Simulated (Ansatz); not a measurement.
**WSe$_{2}$ (P-6m2)**

Computed with Ansatz, DFT r2SCAN, scalar-relativistic, plane waves, PAW.

Plane waves to 500 eV, a k mesh through Γ of 12×12×1 on the computed 9-atom cell and Gaussian smearing (0.02 eV); no spin polarisation.

The structure is relaxed at this level of theory with its symmetry kept. This form isn't the usual stable structure of the compound.

Space group P-6m2 (No. 187). a = 3.314 Å, b = 3.314 Å, c = 29.800 Å, α = 90.00°, β = 90.00°, γ = 120.00°
| atom | site | symmetry | x | y | z |
| --- | --- | --- | --- | --- | --- |
| W | 1e | -6m2 | 0.6667 | 0.3333 | 0.0000 |
| W | 2h | 3m. | 0.3333 | 0.6667 | 0.7699 |
| Se | 2h | 3m. | 0.3333 | 0.6667 | 0.0558 |
| Se | 2i | 3m. | 0.6667 | 0.3333 | 0.8257 |
| Se | 2i | 3m. | 0.6667 | 0.3333 | 0.2858 |

Task: Formation energy from the elements' standard states (uncorrected)?

Result: -0.607 eV/atom.

Task: Generalised Kohn–Sham band gap?

Result: 1.51 eV, indirect from Γ to (0.180, 0.177, 0.000).

Task: Löwdin character of the top 1 eV of the valence band?

Result: W 5d 68 %, Se 4p 27 %.

Task: Löwdin character of the lowest 1 eV of the conduction band?

Result: W 5d 66 %, Se 4p 28 %.

Task: Electron masses at the edge by Cartesian direction of the standard setting (m_e; degenerate bands sorted by energy; no spin-orbit coupling)?

Result: x: 0.61; y: 0.54; z: over 30.

Task: Hole masses at the edge by Cartesian direction of the standard setting (m_e; degenerate bands sorted by energy; no spin-orbit coupling)?

Result: x: 1.2; y: 1.2; z: over 30.

Task: Bader charges (e)?

Result: W (1 in the cell) 1.18, W (2 in the cell) 1.18, Se (2 in the cell) -0.59, Se (2 in the cell) -0.59, Se (2 in the cell) -0.59.

Spin-orbit coupling is left out, which matters for the bands of heavy elements. Each cell of WSe2 holds layers, and where no dispersion correction was added their binding is poorly described.

Cost: 3 runs of about 28 core-minutes in all, on Intel Xeon Processor @ 2.50GHz (Skylake/Cascade Lake) (shared hosts).